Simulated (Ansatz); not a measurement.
Input of an Ansatz 0.2.0 run:

File input.yaml:

```yaml
crystal:
  lattice:
    - [0.0, 2.38188308, 2.38188308]
    - [2.38188308, 0.0, 2.38188308]
    - [2.38188308, 2.38188308, 0.0]
  atoms:
    - { symbol: Fe, position: [0.003121, -0.000396, 0.001849], spin: 3.0 }
    - { symbol: O, position: [0.240739, 0.239914, 0.270236] }
hamiltonian:
  xc: pbe
  pseudopotentials: { kind: paw }
magnetization:
  spin_polarized: true
kpoints:
  mp_grid: { grid: [10, 10, 10] }
scf:
  occupations: { method: fermi_dirac, width: 0.05 }
output:
  forces: true
  stress: true
  eigenvalues: true
  write_density: true
  write_potential: true
  elf: true
  volumetric_format: npy
```

Potentials or basis: Ansatz PAW.

Launch:

```sh
$ ansatz run input.yaml --threads 2 --pin off --max-ram 5632MiB --backend cpu --events-out ev --progress --plain --runs-dir out
```

(1) Predict the absolute moment.

(2) What does it give for the net moment?

Answers

(1) 4.05 μB per cell.

(2) 4.03 μB per cell.

Caveat: a cell with one magnetic atom can't hold antiferromagnetic order, which such compounds often take; semilocal functionals often make such compounds metallic where correlation or magnetic order opens a gap, which also shifts bond lengths.
